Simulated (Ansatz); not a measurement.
In doubt: masses and optical values from hybrid runs of this build are listed as unsure (in some of the runs), which bears on the screening that GW takes from such a start; one-shot GW on d or f shells is unsure (in some of the runs), so the values of those runs are not to be relied on.

The crystal is CuI (Marshite).

The database entry behind the starting cell differs from later determinations by our own check (about 0.15 % long (mineral sample)), so it need not match the best structure at ambient conditions.

```yaml
crystal:
  lattice:
    - [0.00000, 3.03150, 3.03150]
    - [3.03150, 0.00000, 3.03150]
    - [3.03150, 3.03150, 0.00000]
  atoms:
    - { symbol: Cu, position: [0.25000, 0.25000, 0.25000] }
    - { symbol: I, position: [0.00000, 0.00000, 0.00000] }
```

The cell and positions come from the Crystallography Open Database and are kept as given unless a step says otherwise. Spin-orbit coupling is left out unless a run names it. PAW set soft_2, made with PBE.

Gaps computed with Ansatz 0.2.0 without a self-energy: HSE06 2.64 eV, r2SCAN 1.61 eV and PBE0 3.33 eV.

Estimate the G0W0@HSE06 gap with 4×4×4 mesh, 166 empty bands, screening to 120 eV, default PAW files.

About 2.71 eV: on its mesh the run moves the gap from 2.64 eV by +0.06 eV. Among the scalar-relativistic levels given, HSE06 is nearest (−0.07 eV). Bands and cutoff are finite, so the gap is not at the basis limit. The miss can reach some tenths of an eV and take either sign; the mesh is an error of its own. A d shell, filled or nearly so, lies near the gap. One-shot GW converges very slowly in bands there, not always from below, and on a semilocal start the gap tends to come out low; starts rich in exact exchange can overshoot instead. The many-body steps are scalar-relativistic: spin-orbit coupling is not in them.

[Paths, hosts, dates, memory and timing lines, banners, echoed tables and standing remarks are left out of the program output.]

[Logs are printed without paths, hosts, clocks, repeated set-up lines and the standing remarks that a program may print on its own settings, such as how far it seeks lower states.]

[Runs of the session that timed out or met a known fault of the program may be left out.]

[Cells called generated may have been cut or substituted from an entry of the Crystallography Open Database or the Materials Project.]

[Hosts, paths, dates, database ids (printed as entryN), source tags and the programs' standing remarks are cut or masked in the printed files.]
